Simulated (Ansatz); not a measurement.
Al: energy along a strain

Al, Fm-3m, a = 4.048 Å (as given, not relaxed at this level: -0.4 GPa). Ansatz: PBE, PAW, 420 eV, Γ-centred 20×20×20 mesh on 1 atom, Gaussian smearing 0.15 eV; no spin polarisation. Cell vectors (Å): 0.000 2.024 2.024; 2.024 0.000 2.024; 2.024 2.024 0.000. The cell is strained by x per cent times the pattern (0 0 1 0 0 0) in the order xx yy zz yz xz xy (engineering shears), with fractional coordinates held. y is the free energy over the start, V0 = 16.582 Å³/atom.

| x (%) | y (meV/atom) |
| --- | --- |
| -6.00 | ? |
| -4.50 | 9.59 |
| -3.00 | 3.16 |
| -1.50 | 0.31 |
| 0.00 | 0.00 |
| 1.50 | 1.62 |
| 3.00 | 5.74 |
| 4.50 | 11.95 |
| 5.25 | 15.67 |
| 6.00 | 19.80 |

Question: Fit y = c1 x + c2 x² + c3 x³ to the other rows, get the stiffness along the pattern, and predict the missing energy.

Answer: Least squares on the rows shown. y = 0.48303 x + 0.52699 x² − 0.0097861 x³. The clamped-ion stiffness p·C·p = 2 × 5.270 eV × 160.2 / 16.582 Å³ = 102 GPa, which is C33 in these axes (C11 of the cubic crystal) (second derivative at the start, which stands under stress). With a term in x⁴ added, the coefficient of x² becomes 0.4955, 6 % less, which shows how far this figure hangs on the form. At x = -6.00 the fit asked for gives 18.19 meV/atom. The run gave 20.15 meV/atom, so the fit is 1.96 meV/atom too low, 9.7 % of the span of the series, against an rms of 0.21 meV/atom on the fitted rows. The row lies outside the fitted range. With a term in x⁴ added, a fit to the same known rows predicts 19.77 meV/atom, so most of the miss is curvature that the known rows already hold.

Aluminium resists compression along a cube axis more than extension, once the slope at the start is allowed for. That slope favours slight contraction and hides the asymmetry at small strains; by 6.00 % the compressed side is the higher in energy. The asymmetry is the usual anharmonicity: shorter contacts raise the kinetic and overlap repulsion steeply, while stretching weakens the metallic cohesion.

Averaging rows of opposite strain shows a curvature that is lowest near the start and grows quickly at first, then more slowly. The 102 GPa is therefore an average over a wide strain range and probably overstates the small-strain stiffness in this run, although it already lies somewhat below the measured low-temperature C11. A likely cause is the sampling of the Fermi surface: strain splits symmetry-equivalent states near the Fermi level, and their repopulation softens the initial response. With one atom per primitive cell there is no internal relaxation to lower the constant further. Because the lateral dimensions are fixed, it is not a Young's modulus.
